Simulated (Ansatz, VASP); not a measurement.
C in VASP and in Ansatz

POSCAR

```
C
1.0
    2.1273200000     -1.2282800000      0.0000000000
    2.1273200000      1.2282800000      0.0000000000
   -1.3790700000      0.0000000000      3.5028300000
C
2
Direct
    0.8238905546      0.8408405546      1.0040777352
    0.1642600000      0.1634100000      0.9948100000
```

Contents of INCAR.step1:

```
PREC     = Accurate       # precision mode
ENCUT    = 520            # plane-wave cutoff, eV
ISMEAR   = -1             # smearing method
SIGMA    = 0.05           # smearing width, eV
LREAL    = F              # projectors in reciprocal space
LASPH    = T              # aspherical terms in the spheres
NELM     = 100            # most SCF steps
NBANDS   = 11             # bands
GGA      = PE             # functional
ALGO     = Normal         # electronic algorithm
EDIFF    = 1E-4           # SCF threshold, eV
LWAVE    = T              # write WAVECAR
LCHARG   = F              # write CHGCAR
```

INCAR.step2

```
PREC     = Accurate       # precision mode
ENCUT    = 520            # plane-wave cutoff, eV
EDIFF    = 1E-6           # SCF threshold, eV
ISMEAR   = -1             # smearing method
SIGMA    = 0.05           # smearing width, eV
LREAL    = F              # projectors in reciprocal space
LASPH    = T              # aspherical terms in the spheres
NELM     = 100            # most SCF steps
ALGO     = Normal         # electronic algorithm
ISIF     = 2              # what is computed and relaxed
LWAVE    = F              # write WAVECAR
LCHARG   = F              # write CHGCAR
METAGGA  = R2SCAN         # meta-GGA
LMIXTAU  = T            
NBANDS   = 11             # bands
ISTART   = 1
```

The input KPOINTS:

```
Automatic mesh
0
Gamma
  9 9 6
```

Input for Ansatz:

```yaml
crystal:
  lattice:
    - [2.12732, -1.22828, 0.0]
    - [2.12732, 1.22828, 0.0]
    - [-1.37907, 0.0, 3.50283]
  atoms:
    - { symbol: C, position: [0.8238905545534589, 0.840840554553459, 1.0040777352312273] }
    - { symbol: C, position: [0.16426, 0.16341, 0.99481] }
basis:
  ecutwfc: 650.0
  xc_grid: 2
kpoints:
  mp_grid:
    grid: [9, 9, 6]
hamiltonian:
  xc: r2scan
scf:
  convergence:
    dr2_threshold: 1.0e-09
  occupations:
    method: fermi_dirac
    width: 0.05
output:
  forces: true
  stress: true
```

This is a stacking variant of graphite.

Alike in both runs: task single point; functional r2SCAN; k mesh 9 × 9 × 6; occupations fermi-dirac, width 0.05 eV; no spin polarisation.

```csv
,VASP,Ansatz
version,VASP 6.6.1,Ansatz 0.2.0
potentials or method,"VASP PAW PBE potentials, release 64 (C)","plane waves, PAW"
plane-wave cutoff (eV),520,650
valence electrons in the cell,8,8
```

Ansatz gave:

| Property | Result |
| --- | --- |
| pressure (GPa) | -0.1 |
| largest component of the traceless stress (GPa) | 1.72 |
| rms of the force components (eV/Å) | 0.771 |

**Question.** What did VASP give for the same quantities?

**Answer.** Pressure (GPa): 0.7; largest component of the traceless stress (GPa): 1.79; rms of the force components (eV/Å): 0.771.

Atom by atom the forces differ by 0.004 eV/Å (rms over components). With one functional, cell and mesh, what is left measures potentials, basis and numerics. Ansatz warned: «stress_scf_threshold_loose».

Caveats: the PAW data sets were made with another functional, which shifts forces and pressure a little (VASP).
